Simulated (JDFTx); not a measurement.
Crystal: Ag.

```
Ag
1.0
     0.00000    2.04275    2.04275
     2.04275    0.00000    2.04275
     2.04275    2.04275    0.00000
Ag
1
Direct
  0.00000 0.00000 0.00000
```

```yaml
Program: JDFTx 1.7.0 (patched build)
Task: single point
Functional: PBE
Potentials_or_basis: PseudoDojo-SR-PBE-0.5-standard
Cutoff: 1116 eV
Density_cutoff: 4463 eV
k_mesh: 11 × 11 × 11
Occupations: fermi-dirac, width 0.05 eV
Spin: no spin polarisation
```

On this cell: pressure 4.3 GPa; band gap on the k mesh none (metal or under the smearing width).

The same run follows on a disturbed copy (cell strained at random at fixed volume):

```xyz
1
Lattice="-0.0062 2.0386 2.0672 2.0150 0.0469 2.0140 2.0856 2.0561 -0.0237" Properties=species:S:1:pos:R:3 pbc="T T T"
Ag    0.0358   -0.0156    0.0623
```

**Question.** What changes?

**Answer.** The energy (extrapolated to zero smearing) moves by +6.4 meV/atom; pressure 4.7 GPa; band gap on the k mesh none (metal or under the smearing width).

Stress tensor (GPa, compression positive):
```
 4.89 -1.85  1.52
-1.85  4.64 -0.87
 1.52 -0.87  4.55
```
